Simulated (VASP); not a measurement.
Set up this calculation in VASP 6.6.1, as the native input.

```yaml
Task: relaxation of cell and atoms
Functional: PBE
Potentials_or_basis: VASP PAW PBE potentials, release 64 (Zn, Se)
Cutoff: 520 eV
k_mesh: 10 × 10 × 10
Occupations: gaussian, width 1 eV
Spin: no spin polarisation
Further_INCAR_settings: ALGO = Fast; EDIFF = 1e-07; IBRION = 2; EDIFFG = -0.002; NSW = 80; ISIF = 3
```

The structure of ZnSe lies in POSCAR:

```
ZnSe                                    
1.0
   -0.0000000000      2.8714742901      2.8714742901
    2.8714742901      0.0000000000      2.8714742901
    2.8714742901      2.8714742901      0.0000000000
  Zn              Se            
     1     1
Direct
     0.0000000000000000    0.0000000000000000    0.0000000000000000
     0.2500000000000000    0.2500000000000000    0.2500000000000000
```

One way to write it, as run:

INCAR

```
ALGO     = Fast           # electronic algorithm
EDIFF    = 1E-7           # SCF threshold, eV
EDIFFG   = -0.002         # ionic threshold
ENCUT    = 520            # plane-wave cutoff, eV
GGA      = PE             # functional
IBRION   = 2              # ionic algorithm
ISIF     = 3              # what is computed and relaxed
ISMEAR   = 0              # smearing method
LASPH    = T              # aspherical terms in the spheres
LCHARG   = F              # write CHGCAR
LREAL    = F              # projectors in reciprocal space
LWAVE    = F              # write WAVECAR
NELM     = 60             # most SCF steps
NSW      = 80             # ionic steps
PREC     = Accurate       # precision mode
SIGMA    = 1.0            # smearing width, eV
```

KPOINTS

```
k-points
0
Gamma
  10 10 10
```

Potentials or basis: VASP PAW PBE potentials, release 64 (Zn, Se).

Run with:

```console
$ cat potpaw_PBE.64/Zn/POTCAR potpaw_PBE.64/Se/POTCAR > POTCAR
$ mpirun -np 1 vasp_std > vasp.out
```

It gave:

- Relaxed volume: 23.68 Å³/atom
- Relaxed cell: a = 4.061 Å, b = 4.061 Å, c = 4.061 Å, α = 60.00°, β = 60.00°, γ = 60.00°
- Space group after relaxing (to 0.05 Å): F-43m (No. 216)
- Energy gained by relaxing: 0.0 meV/atom
- Ionic steps: 3
- Pressure after relaxing: 0.0 GPa
- Band gap on the k mesh: 1.13 eV, direct

Wall time 31 s on 1 thread of Intel(R) Xeon(R) 6975P-C (Granite Rapids) (shared host), peak memory 0.19 GiB.
